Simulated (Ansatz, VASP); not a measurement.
# GaP: 3 runs at one level of theory

The starting cell:

```
Ga P
1.0
     0.00000    2.72525    2.72525
     2.72525    0.00000    2.72525
     2.72525    2.72525    0.00000
Ga P
1 1
Direct
  0.00000 0.00000 0.00000
  0.75000 0.75000 0.75000
```

Alike in all runs: task relaxation of cell and atoms; functional PBE; dispersion D4; k mesh 8 × 8 × 8; occupations fermi-dirac, width 0.05 eV; no spin polarisation; no spin-orbit coupling.

```csv
program and potentials,plane-wave cutoff (eV),notes,equilibrium volume (Å³/atom)
"Ansatz, Ansatz PAW",420,-,20.05
"VASP, PBE PAW files Ga_d, P, 600 eV",600,-,20.03
"Ansatz, all-electron LAPW, scalar-relativistic",-,-,20.04
```

The equilibrium volume spans 20.03 (VASP, PBE PAW files Ga_d, P, 600 eV) to 20.05 Å³/atom (Ansatz, Ansatz PAW), with all-electron results at 20.04. Relaxations stop with a little pressure left, so the last digit of a volume isn't settled.

The functional is the same throughout but for its coding, so the spread measures potentials, basis and numerics; runs on potential files found faulty are left out.
